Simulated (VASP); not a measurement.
CdF2, 3 atoms in the cell. It takes space group Fm-3m (No. 225, cubic). The conventional cell has a = 5.444 Å, b = 5.444 Å, c = 5.444 Å, α = 90.00°, β = 90.00°, γ = 90.00°. Cd (site symmetry m-3m) is surrounded by 8 F at 2.36 Å. F (site symmetry -43m) is surrounded by 4 Cd at 2.36 Å. 

| Quantity | Value |
| --- | --- |
| Program | VASP 6.6.1 |
| Task | relaxation of cell and atoms |
| Functional | LDA |
| Potentials or basis | VASP PAW LDA potentials, release 64 (Cd, F) |
| Cutoff | 600 eV |
| k mesh | 8 × 8 × 8 |
| Occupations | gaussian, width 0.02 eV |
| Spin | no spin polarisation |
| Dipole correction | no |
| Further INCAR settings | ALGO = Normal; EDIFF = 1e-06; IBRION = 2; EDIFFG = -0.005; NSW = 70; ISIF = 3 |

Potentials or basis: VASP PAW LDA potentials, release 64 (Cd, F).

Command:

```bash
$ cat potpaw_LDA.64/Cd/POTCAR potpaw_LDA.64/F/POTCAR > POTCAR
$ mpirun -np 1 vasp_std > vasp.out
```

Hardware: 1 thread of Intel(R) Xeon(R) 6975P-C (Granite Rapids), on a shared host.

**Question.** Estimate the wall time of this run.

**Answer.** Wall time 20 s on 1 thread of Intel(R) Xeon(R) 6975P-C (Granite Rapids), with other jobs on the host, peak memory 0.17 GiB. Counts: scf iterations 31, k points 29, ion steps 3.
